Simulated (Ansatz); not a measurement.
**Ligand exchange: C2H5NO + C2H6OSi → C2H4O2 + C2H7NSi**

Species: C2H5NO (acetamide) `CC(N)=O`, singlet; C2H6OSi `C=C[SiH2]O`, singlet; C2H4O2 (acetic acid) `CC(=O)O`, singlet; C2H7NSi `C=C[SiH2]N`, singlet. The partners trade NH2 for OH: C–NH2 and Si–OH bonds give way to C–OH and Si–NH2.

Shapes, held fixed at every level: PBE0-D4/def2-TZVP. Flexible molecules stand in one conformer, not always the lowest. Programs: Ansatz 0.2.0. The zero-point and thermal change to 298 K, harmonic and unscaled (PBE0-D4/def2-TZVP), is -0.4 kJ/mol.

```csv
level,kind,ΔH(298 K) (kJ/mol),less CCSD(T)/CBS estimate
HF/def2-TZVPP,Hartree–Fock,+42.2,+2.2
PBE-D4/def2-TZVPP,GGA,+38.1,-1.9
r2SCAN-D4/def2-TZVPP,meta-GGA,+41.1,+1.1
BHLYP-D4/def2-TZVPP,global hybrid,+43.1,+3.1
wB97M-V/def2-TZVPP,range-separated hybrid,+38.1,-1.9
MP2/def2-SVP,perturbation theory,+30.3,-9.7
MP2/def2-TZVPP,perturbation theory,+40.7,+0.7
CCSD(T)/CBS estimate,coupled cluster or CI,+40.0,0.0
```

The highest level, CCSD(T)/CBS estimate, gives ΔH(298 K) = +40.0 kJ/mol; the levels span +30.3 to +43.1. The column of differences is taken from that level and isn't an error. No measured value is set beside it here. The CBS estimate extrapolates MP2 from def2-TZVPP and def2-QZVPP and adds CCSD(T) − MP2 in the triple-zeta set, cores frozen.

The exchange is clearly endothermic at every level, so enthalpy favours acetamide and the silanol over acetic acid and the aminosilane. Two effects probably act together. Silicon, being electropositive, gains more from the strongly polar bond to oxygen than from the less polar one to nitrogen, whereas carbon has a weaker preference for oxygen. The acyl group also gives up amide resonance, in which nitrogen donates its lone pair into the carbonyl π* orbital more effectively than the hydroxyl oxygen of the acid does.

Because the numbers of N–H and O–H bonds are conserved and the carbonyl and vinyl groups persist, much of the correlation energy cancels, which explains why even Hartree–Fock lies only 2.2 kJ/mol from the reference. The outlier, MP2/def2-SVP, reflects its small basis rather than perturbation theory, since MP2 rises from +30.3 to +40.7 kJ/mol in the triple-zeta set. The total reaction enthalpy alone cannot apportion the preference between silicon–oxygen bonding and amide resonance.
